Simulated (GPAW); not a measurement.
# PbSe (Clausthalite) (Fm-3m) in GPAW: a series of runs

The runs below take PbSe (Clausthalite) through equation of state, band structure, with LDA, vdW-DF-cx, PBEint.

Program: GPAW 26.7.0. These are calculated values, not measurements. Logs are shortened: lines on timing, memory, paths and dates and some standing lists are left out, and cuts for length are marked. The log counts tension as positive stress, the text compression.

**Experimental background.**

From a printed reference work, monograph, for a bulk crystal of PbSe at 300 K: band gap 0.28 eV (direct).

The results are compared with them further down.

## 1. Starting point

It takes space group Fm-3m (No. 225, cubic). Conventional cell: a = 6.121 Å, b = 6.121 Å, c = 6.121 Å, α = 90.00°, β = 90.00°, γ = 90.00°. Pb (site symmetry m-3m) is surrounded by 6 Se at 3.06 Å. Se (site symmetry m-3m) is surrounded by 6 Pb at 3.06 Å.

## 2. Equation of state, LDA

run.py reads:

```python
from ase.eos import EquationOfState
from ase.io import Trajectory
from ase.spacegroup import crystal
from ase.units import GPa
from gpaw import GPAW, PW, setup_paths

setup_paths.insert(0, '.')

# Pb 4a
# Se 4b
atoms = crystal(['Pb', 'Se'],
                basis=[[0.0, 0.0, 0.0],
                       [0.5, 0.0, 0.0]],
                spacegroup=225, setting=1,  # Fm-3m
                cellpar=[6.1213, 6.1213, 6.1213, 90.0, 90.0, 90.0],
                primitive_cell=True)

traj = Trajectory('eos.traj', 'w')
volumes, energies = [], []
for x in [0.94, 0.96, 0.98, 1.0, 1.02, 1.04, 1.06]:
    a = atoms.copy()
    a.set_cell(atoms.cell * x**(1 / 3), scale_atoms=True)
    calc = GPAW(mode=PW(600),
                xc='LDA',
                kpts={'size': (6, 6, 6), 'gamma': True},
                occupations={'name': 'fermi-dirac', 'width': 0.05},
                nbands=19,
                convergence={'density': 1e-05, 'energy': 1e-05},
                maxiter=150,
                txt=f'eos-{x:.2f}.txt')
    a.calc = calc
    energies.append(a.get_potential_energy(force_consistent=True))
    volumes.append(a.get_volume())
    p = -a.get_stress()[:3].mean() / GPa
    calc.write(f'eos-{x:.2f}.gpw')
    traj.write(a)
    print(f'{x:.2f} {volumes[-1]:10.4f} A^3 {energies[-1]:14.6f} eV {p:9.3f} GPa', flush=True)

v0, e0, B = EquationOfState(volumes, energies, eos='birchmurnaghan').fit()
print(f'V0 = {v0:.4f} A^3, E0 = {e0:.6f} eV, B0 = {B / GPa:.2f} GPa')
```

Potentials or basis: PAW data sets generated in the run's folder for this functional, pw.

Launch:

```console
$ gpaw-setup -f LDA Pb Se
$ OMP_NUM_THREADS=1 python run.py
```

Log:

```text
__  _  _
 | _ |_)|_||  |
 |__||  | ||/\| - 26.7.0

Input parameters:
  mode=PW(ecut=600.0),
  convergence={'density': 1e-05, 'energy': 1e-05},
  kpts=MonkhorstPack(size=(6, 6, 6), gamma=True),
  maxiter=150,
  nbands=19,
  occupations=Occupations(name='fermi-dirac', width=0.05),
  xc=XC(name='LDA')

Diagonalizing LCAO Hamiltonian
Converting LCAO to pw mode

                Se

       Pb

Atoms  # Å, Bohr magnetons
|   | symbol |        x |        y |        z |    initial magnetic moments |
|---|--------|----------|----------|----------|-----------------------------|
| 0 |     Pb | 0.000000 | 0.000000 | 0.000000 | ( 0.0000,  0.0000,  0.0000) |
| 1 |     Se | 3.019285 | 3.019285 | 3.019285 | ( 0.0000,  0.0000,  0.0000) |

Unit cell  # Å
| periodic |        x |        y |        z |  lengths |    angles |
|----------|----------|----------|----------|----------|-----------|
|      yes | 0.000000 | 3.019285 | 3.019285 | 4.269914 | 60.000000 |
|      yes | 3.019285 | 0.000000 | 3.019285 | 4.269914 | 60.000000 |
|      yes | 3.019285 | 3.019285 | 0.000000 | 4.269914 | 60.000000 |

Number of symmetries: 48
Symmetry operations  # r_c * U_cc + t_c -> r_c
|    | kind |            matrix            |
|----|------|------------------------------|
|  0 |  σ   |  1, 0, 0,  1, 0,-1,  1,-1, 0 |
|  1 |  C2  |  1, 0, 0,  1,-1, 0,  1, 0,-1 |
|  2 |  E   |  1, 0, 0,  0, 1, 0,  0, 0, 1 |
|  3 |  σ   |  1, 0, 0,  0, 0, 1,  0, 1, 0 |
|  4 |  C4  |  1, 0,-1,  1, 0, 0,  1,-1, 0 |
|  5 |  S6  |  1, 0,-1,  1,-1, 0,  1, 0, 0 |
|  6 |  σ   |  1, 0,-1,  0, 1,-1,  0, 0,-1 |
|  7 |  C3  |  1, 0,-1,  0, 0,-1,  0, 1,-1 |
|  8 |  S6  |  1,-1, 0,  1, 0, 0,  1, 0,-1 |
|  9 |  C4  |  1,-1, 0,  1, 0,-1,  1, 0, 0 |
| 10 |  C3  |  1,-1, 0,  0,-1, 1,  0,-1, 0 |
| 11 |  σ   |  1,-1, 0,  0,-1, 0,  0,-1, 1 |
| 12 |  σ   |  0, 1, 0,  1, 0, 0,  0, 0, 1 |
| 13 |  C4  |  0, 1, 0,  0, 1,-1, -1, 1, 0 |
| 14 |  C3  |  0, 1, 0,  0, 0, 1,  1, 0, 0 |
| 15 |  S6  |  0, 1, 0, -1, 1, 0,  0, 1,-1 |
| 16 |  C2  |  0, 1,-1,  1, 0,-1,  0, 0,-1 |
| 17 |  σ   |  0, 1,-1,  0, 1, 0, -1, 1, 0 |
| 18 |  S4  |  0, 1,-1,  0, 0,-1,  1, 0,-1 |
| 19 |  C4  |  0, 1,-1, -1, 1, 0,  0, 1, 0 |
| 20 |  C3  |  0, 0, 1,  1, 0, 0,  0, 1, 0 |
| 21 |  σ   |  0, 0, 1,  0, 1, 0,  1, 0, 0 |
| 22 |  S6  |  0, 0, 1,  0,-1, 1, -1, 0, 1 |
| 23 |  C4  |  0, 0, 1, -1, 0, 1,  0,-1, 1 |
| 24 |  S4  |  0, 0,-1,  1, 0,-1,  0, 1,-1 |
| 25 |  C3  |  0, 0,-1,  0, 1,-1,  1, 0,-1 |
| 26 |  C2  |  0, 0,-1,  0,-1, 0, -1, 0, 0 |
| 27 |  S6  |  0, 0,-1, -1, 0, 0,  0,-1, 0 |
| 28 |  S4  |  0,-1, 1,  1,-1, 0,  0,-1, 0 |
| 29 |  C4  |  0,-1, 1,  0, 0, 1, -1, 0, 1 |
| 30 |  C2  |  0,-1, 1,  0,-1, 0,  1,-1, 0 |
| 31 |  σ   |  0,-1, 1, -1, 0, 1,  0, 0, 1 |
| 32 |  C3  |  0,-1, 0,  1,-1, 0,  0,-1, 1 |
| 33 |  S6  |  0,-1, 0,  0, 0,-1, -1, 0, 0 |
| 34 |  S4  |  0,-1, 0,  0,-1, 1,  1,-1, 0 |
| 35 |  C2  |  0,-1, 0, -1, 0, 0,  0, 0,-1 |
| 36 |  C2  | -1, 1, 0,  0, 1, 0,  0, 1,-1 |
| 37 |  S6  | -1, 1, 0,  0, 1,-1,  0, 1, 0 |
| 38 |  S4  | -1, 1, 0, -1, 0, 1, -1, 0, 0 |
| 39 |  C3  | -1, 1, 0, -1, 0, 0, -1, 0, 1 |
| 40 |  S6  | -1, 0, 1,  0, 0, 1,  0,-1, 1 |
| 41 |  C2  | -1, 0, 1,  0,-1, 1,  0, 0, 1 |
| 42 |  C3  | -1, 0, 1, -1, 1, 0, -1, 0, 0 |
| 43 |  S4  | -1, 0, 1, -1, 0, 0, -1, 1, 0 |
| 44 |  C2  | -1, 0, 0,  0, 0,-1,  0,-1, 0 |
| 45 |  i   | -1, 0, 0,  0,-1, 0,  0, 0,-1 |
| 46 |  σ   | -1, 0, 0, -1, 1, 0, -1, 0, 1 |
| 47 |  C2  | -1, 0, 0, -1, 0, 1, -1, 1, 0 |

BZ-sampling:
  Number of BZ points: 216
  Number of IBZ points: 16

  Monkhorst-Pack size: [6, 6, 6]
  Monkhorst-Pack shift: [0.08333333333333333, 0.08333333333333333, 0.08333333333333333]

K-points  # in reciprocal-cell coordinates
|     |                                coordinates |     weight |
|-----|--------------------------------------------|------------|
|   0 | (  0.00000000,   0.00000000,   0.00000000) | 0.00462963 |
|   1 | (  0.16666667,   0.16666667,   0.00000000) | 0.02777778 |
|   2 | (  0.16666667,   0.16666667,   0.16666667) | 0.03703704 |
|   3 | (  0.33333333,   0.16666667,   0.16666667) | 0.05555556 |
|   4 | (  0.33333333,   0.33333333,  -0.33333333) | 0.05555556 |
|   5 | (  0.33333333,   0.33333333,   0.00000000) | 0.02777778 |
|   6 | (  0.33333333,   0.33333333,   0.16666667) | 0.11111111 |
|   7 | (  0.33333333,   0.33333333,   0.33333333) | 0.03703704 |
|   8 | (  0.50000000,   0.33333333,  -0.33333333) | 0.11111111 |
|   9 | (  0.50000000,   0.33333333,  -0.16666667) | 0.05555556 |
| ... |                                            |            |
|  15 | (  0.50000000,   0.50000000,   0.50000000) | 0.01851852 |

Plane wave coefficients: 1868
Cutoff: 600.0 eV

Spin-components: 1 (collinear spins)
Bands:           19
Projectors:      11
Spin-degeneracy: 2
Datatype:        complex128

Parallelization:
  kpt:    1
  domain: 1
  band:   1

Density:
  Valence electrons: 20.0
  Components: 1
  Grid points: [25 25 25]
  Charge: 0.0  # |e|

Potential:
  Grid points: [25 25 25]

species:
  Pb:
    name:    Lead
    Z:       82.0
    valence: 14
    core:    68
    charge:  0.0  # [|e|]
    compensation charges:
      type: gauss
      rc: 0.38  # [Å]
      lmax: 2
    cutoffs:
      filter: 2.36  # [Å]
      core: 2.43  # [Å]
    projectors
    | kind |    occ | energy [eV] | rcut [Å] |
    |------|--------|-------------|----------|
    |   6s |  2.000 |     -12.249 |    1.259 |
    |   6p |  2.000 |      -3.713 |    1.275 |
    |   5d | 10.000 |     -21.326 |    1.217 |
    |    s |        |      14.962 |    1.259 |
    |    p |        |      23.498 |    1.275 |
    |    d |        |       5.885 |    1.217 |

    Using partial waves for Pb as LCAO basis

  Se:
    name:    Selenium
    Z:       34.0
    valence: 6
    core:    28
    charge:  0.0  # [|e|]
    compensation charges:
      type: gauss
      rc: 0.27  # [Å]
      lmax: 2
    cutoffs:
      filter: 1.77  # [Å]
      core: 2.67  # [Å]
    projectors
    | kind |    occ | energy [eV] | rcut [Å] |
    |------|--------|-------------|----------|
    |   4s |  2.000 |     -17.472 |    0.847 |
    |   4p |  4.000 |      -6.656 |    1.005 |
    |    s |        |       9.739 |    0.847 |
    |    p |        |      20.555 |    1.005 |
    |    d |        |       0.000 |    0.847 |

    Using partial waves for Se as LCAO basis

Reference energy: -632988.107265  # eV

eigensolver:
  PPCG
  Converge bands: occupied
  niter=2

density mixing:
  MSR1-Mixer
  Pratt-step length: 0.05
  Maximum mixing coefficient: 0.75
  Old densities: 10
  SVD Regularization: 0.005
  Good broyden scale: 1.0
  Trust region scale: 1.0
  Backstep threshold: 4.0
  History deletion threshold: 6.0
  Fourier metric: weight=20.0, sigma=0.015

occupation numbers:
  Fermi-Dirac:
    width: 0.0500  # eV

poisson solver:
  ecut: 4800.0  # eV

xc functional:
  name: None

convergence criteria:
- Maximum integral of absolute [dens]ity change: 1e-05 electrons / valence electron
- Maximum [total energy] change in last 3 cyles: 1e-05 eV / valence electron
- Maximum integral of absolute [eigenst]ate change: 4e-08 eV^2 / valence electron
maximum number of iterations: 150

SCF iterations
|iter     | |      energy | eigst |  dens |
|---------|-|-------------|-------|-------|
|iter:   1| |   -9.949051 | -0.20 |       |
|iter:   2| |   -9.898364 | -2.13 | -1.27 |
|iter:   3| |   -9.724733 | -2.11 | -1.32 |
|iter:   4| |   -9.722924 | -3.97 | -1.94 |
|iter:   5| |   -9.722648 | -4.70 | -2.36 |
|iter:   6| |   -9.722651 | -5.87 | -3.40 |
|iter:   7| |   -9.722651c| -6.83 | -3.92 |
|iter:   8| |   -9.722651c| -7.79c| -4.58 |
|iter:   9| |   -9.722651c| -8.06c| -5.26c|

Converged in 9 steps
Energy contributions relative to reference atoms: (reference = -632988.107265)

Energy contributions:
  Kinetic:          17.733799
  Coulomb:         -17.819090
  Zero:             -0.050471
  External:          0.000000
  Xc:               -9.585606
  Entropy:          -0.002566
  Spinorbit:         0.000000
  ----------------------------
  Free energy:      -9.723934
  Extrapolated:     -9.722651

dipole moment: (-25.625312, -25.625312, -25.625312)  # |e|*Ang

Fermi level: 6.367
Eigenvalues  # (at kpt = [0.000, 0.000, 0.000])
| band index |      eig [eV] | occ [0-2] |
|------------|---------------|-----------|
|          0 |       -10.490 |     2.000 |
|        ... |               |           |
|          2 |       -10.480 |     2.000 |
|          3 |       -10.480 |     2.000 |
|          4 |       -10.480 |     2.000 |
|          5 |        -7.664 |     2.000 |
|          6 |         0.003 |     2.000 |
|          7 |         4.256 |     2.000 |
|          8 |         4.256 |     2.000 |
|          9 |         4.256 |     2.000 |
|         10 |        10.988 |     0.000 |
|         11 |        10.988 |     0.000 |
|         12 |        10.988 |     0.000 |
|         13 |        12.742 |     0.000 |
|         14 |        12.742 |     0.000 |
|         15 |        12.742 |     0.000 |
|         16 |        14.269 |     0.000 |
|         17 |        14.831 |     0.000 |
|         18 |        15.378 |     0.000 |

Gap: 0.006 eV
Transition (v -> c):
  (s=0, k=15, n=9, [0.50, 0.50, 0.50]) -> (s=0, k=15, n=10, [0.50, 0.50, 0.50])
No difference between direct/indirect transitions

Stress tensor  # eV/Ang^3
|        x |         y |         z |
|----------|-----------|-----------|
| 0.002339 |  0.000000 |  0.000000 |
| 0.000000 |  0.002339 | -0.000000 |
| 0.000000 | -0.000000 |  0.002339 |

# Writing to eos-0.96.gpw (mode='')
```

Run time: 27 s. Hardware: 1 thread of AMD EPYC 9R45 (Zen 5), shared host; peak memory 0.24 GiB.

What came out:

```yaml
Equilibrium_volume: 27.34 Å³/atom
Bulk_modulus: 55 GPa
Pressure_derivative_of_the_bulk_modulus: 3.7
```

Energy against volume, from the lowest point:
```tsv
volume (Å³/atom)	energy (meV/atom)
26.951	0.76
27.524	0.00
28.097	3.25
28.671	10.13
29.244	20.30
29.818	33.47
30.391	49.34
```

The run has no spin-orbit coupling, so splittings on Pb are missing.

## 3. Equation of state, vdW-DF-cx

run.py reads:

```python
from ase.eos import EquationOfState
from ase.io import Trajectory, read
from ase.units import GPa
from gpaw import GPAW, PW

atoms = read('PbSe.xyz')

traj = Trajectory('eos.traj', 'w')
volumes, energies = [], []
for x in [0.94, 0.96, 0.98, 1.0, 1.02, 1.04, 1.06]:
    a = atoms.copy()
    a.set_cell(atoms.cell * x**(1 / 3), scale_atoms=True)
    calc = GPAW(mode=PW(600),
                xc={'name': 'vdW-DF-cx', 'backend': 'libvdwxc'},
                kpts={'size': (6, 6, 6), 'gamma': True},
                occupations={'name': 'fermi-dirac', 'width': 0.05},
                nbands=19,
                convergence={'density': 1e-05, 'energy': 1e-05},
                maxiter=150,
                txt=f'eos-{x:.2f}.txt')
    a.calc = calc
    energies.append(a.get_potential_energy(force_consistent=True))
    volumes.append(a.get_volume())
    calc.write(f'eos-{x:.2f}.gpw')
    traj.write(a)
    print(f'{x:.2f} {volumes[-1]:10.4f} A^3 {energies[-1]:14.6f} eV', flush=True)

v0, e0, B = EquationOfState(volumes, energies, eos='birchmurnaghan').fit()
print(f'V0 = {v0:.4f} A^3, E0 = {e0:.6f} eV, B0 = {B / GPa:.2f} GPa')
```

PbSe.xyz reads:

```xyz
2
Lattice="0.0000000000 3.0606500000 3.0606500000 3.0606500000 0.0000000000 3.0606500000 3.0606500000 3.0606500000 0.0000000000" Properties=species:S:1:pos:R:3 pbc="T T T"
Pb     0.0000000000      0.0000000000      0.0000000000
Se     3.0606500000      3.0606500000      3.0606500000
```

Potentials or basis: GPAW PAW data sets (gpaw-data 1.2.1), pw.

Launch:

```console
$ OMP_NUM_THREADS=1 python run.py
```

Run time: 30 s. Hardware: 1 thread of AMD EPYC 9R45 (Zen 5), shared host; peak memory 0.32 GiB.

It converged, with:

| Property | Result |
| --- | --- |
| Equilibrium volume | 28.71 Å³/atom |
| Bulk modulus | 52 GPa |
| Pressure derivative of the bulk modulus | 4.0 (rough: it moves with the points fitted) |

Energy against volume, from the lowest point:
```
volume (Å³/atom)  energy (meV/atom)
          26.951              19.50
          27.524               8.60
          28.097               2.23
          28.671               0.00
          29.244               1.54
          29.818               6.52
          30.391              14.48
```

Caveat: the PAW data sets were made with another functional, which shifts forces and pressure a little.

(Continued in part 2 of 2.)
